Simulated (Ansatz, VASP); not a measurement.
# CdF2: VASP beside Ansatz

```
Cd F
1.0
     0.00000    2.69418    2.69418
     2.69418    0.00000    2.69418
     2.69418    2.69418    0.00000
Cd F
1 2
Direct
  0.00000 0.00000 0.00000
  0.25000 0.25000 0.25000
  0.75000 0.75000 0.75000
```

Alike in both runs: task single point; functional PBE; k mesh 8 × 8 × 8; no spin polarisation.

|  | VASP | Ansatz |
| --- | --- | --- |
| version | VASP 6.6.1 | Ansatz 0.2.0 |
| potentials or method | VASP PAW PBE potentials, release 64 (Cd, F) | plane waves, PAW |
| plane-wave cutoff (eV) | 520 | 420 |
| occupations | gaussian, width 0.01 eV | fixed |
| valence electrons in the cell | 26 | 34 |

VASP gave:

```
gap on the k mesh at the Fermi level (eV) : 3.07
pressure (GPa)                            : 6.2
```

Question: What did Ansatz give for the same quantities?

Answer: gap on the k mesh at the Fermi level (eV): 3.10; pressure (GPa): 5.4.

The two sets of potentials don't hold the same shells in valence.

A k mesh can miss the band edges.
